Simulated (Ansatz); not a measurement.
All numbers below come from Ansatz 0.2.0, DFT PBE, scalar-relativistic, plane waves, PAW. All cells share a 420 eV cutoff and Γ-centred k meshes spaced at most about 0.3 Å⁻¹ (2π included). No spin polarisation.

These are static total energies at zero pressure.

**Question.** Order these relaxed structures of HfO₂ by energy, lowest first, with the energy over the lowest of them.
A.

```cif
data_structure
_symmetry_space_group_name_H-M 'R-3m:H'
_symmetry_Int_Tables_number 166
_cell_length_a 7.9009
_cell_length_b 7.9009
_cell_length_c 6.9549
_cell_angle_alpha 90.000
_cell_angle_beta 90.000
_cell_angle_gamma 120.000
_cell_volume 375.99
loop_
_atom_site_label
_atom_site_type_symbol
_atom_site_symmetry_multiplicity
_atom_site_Wyckoff_symbol
_atom_site_fract_x
_atom_site_fract_y
_atom_site_fract_z
_atom_site_occupancy
Hf1 Hf 9 e 0.16667 0.33333 0.33333 1
O1 O 18 h 0.86759 0.13241 0.36255 1
```

B.

```cif
data_structure
_symmetry_space_group_name_H-M 'P4_2/nmc:1'
_symmetry_Int_Tables_number 137
_cell_length_a 3.6043
_cell_length_b 3.6043
_cell_length_c 5.2640
_cell_angle_alpha 90.000
_cell_angle_beta 90.000
_cell_angle_gamma 90.000
_cell_volume 68.38
loop_
_atom_site_label
_atom_site_type_symbol
_atom_site_symmetry_multiplicity
_atom_site_Wyckoff_symbol
_atom_site_fract_x
_atom_site_fract_y
_atom_site_fract_z
_atom_site_occupancy
Hf1 Hf 2 a 0.50000 0.50000 0.50000 1
O1 O 4 d 0.00000 0.50000 0.69325 1
```

C.

```cif
data_structure
_symmetry_space_group_name_H-M 'I4/mcm'
_symmetry_Int_Tables_number 140
_cell_length_a 4.8816
_cell_length_b 4.8816
_cell_length_c 5.5524
_cell_angle_alpha 90.000
_cell_angle_beta 90.000
_cell_angle_gamma 90.000
_cell_volume 132.31
loop_
_atom_site_label
_atom_site_type_symbol
_atom_site_symmetry_multiplicity
_atom_site_Wyckoff_symbol
_atom_site_fract_x
_atom_site_fract_y
_atom_site_fract_z
_atom_site_occupancy
Hf1 Hf 4 a 0.00000 0.00000 0.25000 1
O1 O 8 h 0.20868 0.70868 0.00000 1
```

D.

```cif
data_structure
_symmetry_space_group_name_H-M 'I4_1/amd:1'
_symmetry_Int_Tables_number 141
_cell_length_a 4.0186
_cell_length_b 4.0186
_cell_length_c 10.6454
_cell_angle_alpha 90.000
_cell_angle_beta 90.000
_cell_angle_gamma 90.000
_cell_volume 171.91
loop_
_atom_site_label
_atom_site_type_symbol
_atom_site_symmetry_multiplicity
_atom_site_Wyckoff_symbol
_atom_site_fract_x
_atom_site_fract_y
_atom_site_fract_z
_atom_site_occupancy
Hf1 Hf 4 a 0.00000 0.00000 0.00000 1
O1 O 8 e 0.50000 0.50000 0.29829 1
```

**Answer.** D (0 meV/atom), B (58 meV/atom), A (296 meV/atom), C (739 meV/atom). Forms: D anatase type, I4_1/amd; B tetragonal zirconia type, P4_2/nmc; A R-3m; C I4/mcm. Counting O atoms around Hf (those within 1.25 times the shortest such distance or 1.15 times the sum of covalent radii; a plus sign parts nearer from farther groups): D has Hf 6; B has Hf 4+4; A has Hf 6; C has Hf 8. Origin: A, C and D, invented; B, reached from a Materials Project cell.

These runs have no spin–orbit coupling, which can matter for Hf. Cells relaxed within their symmetry can be saddle points. Some candidate types were left out of the draw beforehand, so a known form may be missing.
